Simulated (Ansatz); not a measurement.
# MnSb: the cost of one run

Computed with Ansatz 0.2.0 (DFT PBE, scalar-relativistic, plane waves, PAW, unless a step's input says otherwise).

1 further run of the same task is left out (set aside as unsound or not needed). Runs told in other sessions of the task aren't counted.

## Step 1: The structure to begin with

Symmetry: P6_3/mmc, No. 194, hexagonal system. The conventional cell has a = 4.099 Å, b = 4.099 Å, c = 5.594 Å, α = 90.00°, β = 90.00°, γ = 120.00°. Around Mn (site symmetry -3m) lie 6 Sb at 2.75 Å and 2 Mn at 2.80 Å. Sb (site symmetry -6m2) has 6 Mn at 2.75 Å in its first shell of neighbours.

As a file:

```cif
data_structure
_symmetry_space_group_name_H-M 'P6_3/mmc'
_symmetry_Int_Tables_number 194
_cell_length_a 4.0985
_cell_length_b 4.0985
_cell_length_c 5.5935
_cell_angle_alpha 90.000
_cell_angle_beta 90.000
_cell_angle_gamma 120.000
_cell_volume 81.37
loop_
_atom_site_label
_atom_site_type_symbol
_atom_site_symmetry_multiplicity
_atom_site_Wyckoff_symbol
_atom_site_fract_x
_atom_site_fract_y
_atom_site_fract_z
_atom_site_occupancy
Mn1 Mn 2 a 0.00000 0.00000 0.00000 1
Sb1 Sb 2 c 0.33333 0.66667 0.25000 1
```

An earlier run at PBE left this cell at 20.343 Å³/atom and 0.01 GPa (10×10×6 mesh).

Volume factors to run: 0.980, 1.020, 0.960, 1.040, 1.070, 1.100, 0.945.

## Step 2: Scaling the volume by 0.980

input.yaml

```yaml
crystal:
  lattice:
    - [4.071000138, 0.0, 0.0]
    - [-2.035500069, 3.5255895383, 0.0]
    - [0.0, 0.0, 5.5559950509]
  atoms:
    - { symbol: Mn, position: [0.0, 0.0, 0.0], spin: 3.58 }
    - { symbol: Mn, position: [0.0, 0.0, 0.5], spin: 3.58 }
    - { symbol: Sb, position: [0.3333333333, 0.6666666667, 0.25] }
    - { symbol: Sb, position: [0.6666666667, 0.3333333333, 0.75] }
basis:
  ecutwfc: 420
  ecutrho_ratio: 4
kpoints:
  mp_grid: { grid: [10, 10, 6] }
hamiltonian:
  xc: pbe
scf:
  occupations: { method: gaussian, width: 0.05 }
output:
  forces: true
  stress: true
  eigenvalues: true
  populations: true
magnetization:
  spin_polarized: true
relax:
  f_tol: 0.01
  max_steps: 40
  cell: { stress_tol: 0.1, fix: [volume] }
```

The run is started by

```sh
> ansatz run input.yaml --threads 4 --pin off --max-ram 7168MiB --backend cpu --events-out ev --progress --plain --runs-dir out
```

What time and memory should one allow on 4 threads of Intel Xeon 6975P-C (Granite Rapids), shared host?

About 8.2 s, with a peak of 0.67 GiB.
